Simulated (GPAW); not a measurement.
# MnO (Fm-3m) in GPAW: further runs, part 2 of 2

GPAW 26.7.0. The steps go on from the part before.

## (4) Equation of state, BLYP+D4, collinear spin, ferromagnetic start

File run.py:

```python
import spglib
from ase import Atoms
from ase.calculators.mixing import SumCalculator
from ase.eos import EquationOfState
from ase.io import Trajectory, read
from ase.units import GPa
from dftd4.ase import DFTD4
from gpaw import GPAW, PW, setup_paths

setup_paths.insert(0, '.')

atoms = read('MnO.cif')
cell, positions, numbers = spglib.find_primitive(
    (atoms.cell[:], atoms.get_scaled_positions(), atoms.numbers), symprec=1e-4)
atoms = Atoms(numbers, cell=cell, scaled_positions=positions, pbc=True)
atoms.set_initial_magnetic_moments([4.0, 0.0])

traj = Trajectory('eos.traj', 'w')
volumes, energies = [], []
for x in [0.94, 0.96, 0.98, 1.0, 1.02, 1.04, 1.06]:
    a = atoms.copy()
    a.set_cell(atoms.cell * x**(1 / 3), scale_atoms=True)
    calc = GPAW(mode=PW(800),
                xc='BLYP',
                kpts={'size': (7, 7, 7), 'gamma': True},
                occupations={'name': 'fermi-dirac', 'width': 0.05},
                nbands=21,
                convergence={'density': 1e-05, 'energy': 1e-05},
                eigensolver='davidson',
                maxiter=150,
                txt=f'eos-{x:.2f}.txt')
    a.calc = SumCalculator([calc, DFTD4(method='blyp')])
    energies.append(a.get_potential_energy())
    volumes.append(a.get_volume())
    p = -a.get_stress()[:3].mean() / GPa
    calc.write(f'eos-{x:.2f}.gpw')
    traj.write(a)
    print(f'{x:.2f} {volumes[-1]:10.4f} A^3 {energies[-1]:14.6f} eV {p:9.3f} GPa', flush=True)

v0, e0, B = EquationOfState(volumes, energies, eos='birchmurnaghan').fit()
print(f'V0 = {v0:.4f} A^3, E0 = {e0:.6f} eV, B0 = {B / GPa:.2f} GPa')
```

MnO.cif is that of step 2.

Launch:

```sh
$ gpaw-setup -f BLYP Mn O
$ OMP_NUM_THREADS=1 python run.py
```

It took 2.9 min on 1 thread of Arm Neoverse V1, shared host; peak memory 0.26 GiB.

It converged, with:

```
Equilibrium volume : 10.85 Å³/atom (rough: see the caveat)
Bulk modulus       : 1500 GPa (rough)
```

Energy against volume, from the lowest point:
```tsv
volume (Å³/atom)	energy (meV/atom)
10.339	180.65
10.559	0.68
10.779	0.00
10.999	3.17
11.219	9.28
11.439	17.82
11.659	28.83
```

Caveat: the energies scatter about the fit; the fit is doubtful: noisy points or a state that changes with volume.
